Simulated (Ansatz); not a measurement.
# BN: the cost of one run

Computed with Ansatz 0.2.0 (DFT PBE, scalar-relativistic, plane waves, PAW, unless a step's input says otherwise).

### 1 The system as given

Symmetry: R3m, No. 160, trigonal system. Conventional cell: a = 2.502 Å, b = 2.502 Å, c = 10.119 Å, α = 90.00°, β = 90.00°, γ = 120.00°. Around B (site symmetry 3m) lie 3 N at 1.44 Å. N (site symmetry 3m) is surrounded by 3 B at 1.44 Å.

Coordinates:

```
B N
1.0
    -5.00449   -2.88934    6.74587
     5.00449   -2.88934    6.74587
     0.00000    5.77868    6.74587
B N
32 32
Direct
  0.99984 0.49984 0.49984
  0.24984 0.74984 0.49984
  0.24984 0.49984 0.74984
  0.49984 0.49984 0.49984
  0.74984 0.74984 0.49984
  0.99984 0.99984 0.49984
  0.24984 0.24984 0.49984
  0.74984 0.49984 0.74984
  0.99984 0.74984 0.74984
  0.24984 0.99984 0.74984
  0.99984 0.49984 0.99984
  0.24984 0.74984 0.99984
  0.24984 0.49984 0.24984
  0.49984 0.99984 0.49984
  0.74984 0.24984 0.49984
  0.49984 0.74984 0.74984
  0.74984 0.99984 0.74984
  0.99984 0.24984 0.74984
  0.49984 0.49984 0.99984
  0.74984 0.74984 0.99984
  0.99984 0.99984 0.99984
  0.24984 0.24984 0.99984
  0.74984 0.49984 0.24984
  0.99984 0.74984 0.24984
  0.24984 0.99984 0.24984
  0.49984 0.24984 0.74984
  0.49984 0.99984 0.99984
  0.74984 0.24984 0.99984
  0.49984 0.74984 0.24984
  0.74984 0.99984 0.24984
  0.99984 0.24984 0.24984
  0.49984 0.24984 0.24984
  0.66638 0.16638 0.16638
  0.91638 0.41638 0.16638
  0.91638 0.16638 0.41638
  0.16638 0.16638 0.16638
  0.41638 0.41638 0.16638
  0.66638 0.66638 0.16638
  0.91638 0.91638 0.16638
  0.41638 0.16638 0.41638
  0.66638 0.41638 0.41638
  0.91638 0.66638 0.41638
  0.66638 0.16638 0.66638
  0.91638 0.41638 0.66638
  0.91638 0.16638 0.91638
  0.16638 0.66638 0.16638
  0.41638 0.91638 0.16638
  0.16638 0.41638 0.41638
  0.41638 0.66638 0.41638
  0.66638 0.91638 0.41638
  0.16638 0.16638 0.66638
  0.41638 0.41638 0.66638
  0.66638 0.66638 0.66638
  0.91638 0.91638 0.66638
  0.41638 0.16638 0.91638
  0.66638 0.41638 0.91638
  0.91638 0.66638 0.91638
  0.16638 0.91638 0.41638
  0.16638 0.66638 0.66638
  0.41638 0.91638 0.66638
  0.16638 0.41638 0.91638
  0.41638 0.66638 0.91638
  0.66638 0.91638 0.91638
  0.16638 0.91638 0.91638
```

The runs take a perfect supercell of 64 atoms; the defect goes to fractional position (1.000, 0.500, 0.500).

### 2 The perfect supercell

input.yaml

```yaml
crystal:
  lattice:
    - [-5.004487, -2.889342, 6.745869]
    - [5.004487, -2.889342, 6.745869]
    - [0.0, 5.778684, 6.745869]
  atoms:
    - { symbol: B, position: [0.999836, 0.499836, 0.499836] }
    - { symbol: B, position: [0.249836, 0.749836, 0.499836] }
    - { symbol: B, position: [0.249836, 0.499836, 0.749836] }
    - { symbol: B, position: [0.499836, 0.499836, 0.499836] }
    - { symbol: B, position: [0.749836, 0.749836, 0.499836] }
    - { symbol: B, position: [0.999836, 0.999836, 0.499836] }
    - { symbol: B, position: [0.249836, 0.249836, 0.499836] }
    - { symbol: B, position: [0.749836, 0.499836, 0.749836] }
    - { symbol: B, position: [0.999836, 0.749836, 0.749836] }
    - { symbol: B, position: [0.249836, 0.999836, 0.749836] }
    - { symbol: B, position: [0.999836, 0.499836, 0.999836] }
    - { symbol: B, position: [0.249836, 0.749836, 0.999836] }
    - { symbol: B, position: [0.249836, 0.499836, 0.249836] }
    - { symbol: B, position: [0.499836, 0.999836, 0.499836] }
    - { symbol: B, position: [0.749836, 0.249836, 0.499836] }
    - { symbol: B, position: [0.499836, 0.749836, 0.749836] }
    - { symbol: B, position: [0.749836, 0.999836, 0.749836] }
    - { symbol: B, position: [0.999836, 0.249836, 0.749836] }
    - { symbol: B, position: [0.499836, 0.499836, 0.999836] }
    - { symbol: B, position: [0.749836, 0.749836, 0.999836] }
    - { symbol: B, position: [0.999836, 0.999836, 0.999836] }
    - { symbol: B, position: [0.249836, 0.249836, 0.999836] }
    - { symbol: B, position: [0.749836, 0.499836, 0.249836] }
    - { symbol: B, position: [0.999836, 0.749836, 0.249836] }
    - { symbol: B, position: [0.249836, 0.999836, 0.249836] }
    - { symbol: B, position: [0.499836, 0.249836, 0.749836] }
    - { symbol: B, position: [0.499836, 0.999836, 0.999836] }
    - { symbol: B, position: [0.749836, 0.249836, 0.999836] }
    - { symbol: B, position: [0.499836, 0.749836, 0.249836] }
    - { symbol: B, position: [0.749836, 0.999836, 0.249836] }
    - { symbol: B, position: [0.999836, 0.249836, 0.249836] }
    - { symbol: B, position: [0.499836, 0.249836, 0.249836] }
    - { symbol: "N", position: [0.666381, 0.166381, 0.166381] }
    - { symbol: "N", position: [0.916381, 0.416381, 0.166381] }
    - { symbol: "N", position: [0.916381, 0.166381, 0.416381] }
    - { symbol: "N", position: [0.166381, 0.166381, 0.166381] }
    - { symbol: "N", position: [0.416381, 0.416381, 0.166381] }
    - { symbol: "N", position: [0.666381, 0.666381, 0.166381] }
    - { symbol: "N", position: [0.916381, 0.916381, 0.166381] }
    - { symbol: "N", position: [0.416381, 0.166381, 0.416381] }
    - { symbol: "N", position: [0.666381, 0.416381, 0.416381] }
    - { symbol: "N", position: [0.916381, 0.666381, 0.416381] }
    - { symbol: "N", position: [0.666381, 0.166381, 0.666381] }
    - { symbol: "N", position: [0.916381, 0.416381, 0.666381] }
    - { symbol: "N", position: [0.916381, 0.166381, 0.916381] }
    - { symbol: "N", position: [0.166381, 0.666381, 0.166381] }
    - { symbol: "N", position: [0.416381, 0.916381, 0.166381] }
    - { symbol: "N", position: [0.166381, 0.416381, 0.416381] }
    - { symbol: "N", position: [0.416381, 0.666381, 0.416381] }
    - { symbol: "N", position: [0.666381, 0.916381, 0.416381] }
    - { symbol: "N", position: [0.166381, 0.166381, 0.666381] }
    - { symbol: "N", position: [0.416381, 0.416381, 0.666381] }
    - { symbol: "N", position: [0.666381, 0.666381, 0.666381] }
    - { symbol: "N", position: [0.916381, 0.916381, 0.666381] }
    - { symbol: "N", position: [0.416381, 0.166381, 0.916381] }
    - { symbol: "N", position: [0.666381, 0.416381, 0.916381] }
    - { symbol: "N", position: [0.916381, 0.666381, 0.916381] }
    - { symbol: "N", position: [0.166381, 0.916381, 0.416381] }
    - { symbol: "N", position: [0.166381, 0.666381, 0.666381] }
    - { symbol: "N", position: [0.416381, 0.916381, 0.666381] }
    - { symbol: "N", position: [0.166381, 0.416381, 0.916381] }
    - { symbol: "N", position: [0.416381, 0.666381, 0.916381] }
    - { symbol: "N", position: [0.666381, 0.916381, 0.916381] }
    - { symbol: "N", position: [0.166381, 0.916381, 0.916381] }
basis:
  ecutwfc: 420
  fft_grid_basis: typed
kpoints:
  mp_grid: { grid: [3, 3, 3] }
hamiltonian:
  xc: pbe
  pseudopotentials: { kind: paw }
scf:
  occupations: { method: gaussian, width: 0.05 }
output:
  forces: true
  stress: false
  eigenvalues: true
  bader: false
  write_density: true
  volumetric_format: npy
```

Run with:

```sh
ansatz run input.yaml --threads 4 --pin off --max-ram 10240MiB --backend cpu --events-out ev --progress --plain --runs-dir out
```

**Question.** How long does this run take on 4 threads of Arm Neoverse N1, shared host, and how much memory does it need?

About 29 s, with a peak of 2.2 GiB.
